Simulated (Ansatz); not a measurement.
**InSb: electron density at the nuclei under pressure**

```
In Sb
1.0
     0.00000    3.23910    3.23910
     3.23910    0.00000    3.23910
     3.23910    3.23910    0.00000
In Sb
1 1
Direct
  0.00000 0.00000 0.00000
  0.75000 0.75000 0.75000
```

Atom numbers follow the list: In1, Sb2.

Conventional cell: a = 6.478 Å, b = 6.478 Å, c = 6.478 Å, α = 90.00°, β = 90.00°, γ = 90.00°. In (atom 1) has 4 Sb at 2.81 Å as nearest neighbours. Sb (atom 2) has 4 In at 2.81 Å as nearest neighbours.

The cell is COD entry 9008853, as deposited and not checked against the literature; nothing was relaxed.

Spin–orbit coupling is left out, though it moves levels of the heavy atoms by tenths of an eV or more.

Computed with Ansatz 0.2.0, DFT, PBEsol, all-electron PAW with datasets made for the crystal, scalar-relativistic.

Sampling and basis: a Γ-centred 9×9×9 k mesh, Fermi–Dirac smearing of 0.05 eV, cutoff 240 eV (chosen by the program for this cell), no spin polarisation.

The contact density is the mean electron density over the nuclear volume; its changes set Mössbauer isomer shifts. Changes below are taken from the unscaled cell, where it is 1.1313e+06 e/Å³ at In1, 1.34801e+06 e/Å³ at Sb2.

```
V/V(cell)  P (GPa)  Δρ(0) In1 (e/Å³)  Δρ(0) Sb2 (e/Å³)
   0.9600      3.0             -1.56             -3.53
   0.9900      1.3             -0.41             -0.87
   1.0000      0.9              0.00              0.00
   1.0200      0.0                 ?                 ?
   1.0600     -1.5              2.52                 ?
```

What belongs in the row "1.0200", column "Δρ(0) Sb2 (e/Å³)"?

1.73.

Fill in "Δρ(0) In1 (e/Å³)" for the row "1.0200".

0.88.

Give the missing entry: row "1.0600", column "Δρ(0) Sb2 (e/Å³)".

4.80.

The datasets are made afresh for each cell, so very small changes are uncertain. Scalar relativity leaves out the p1/2 density at heavy nuclei.
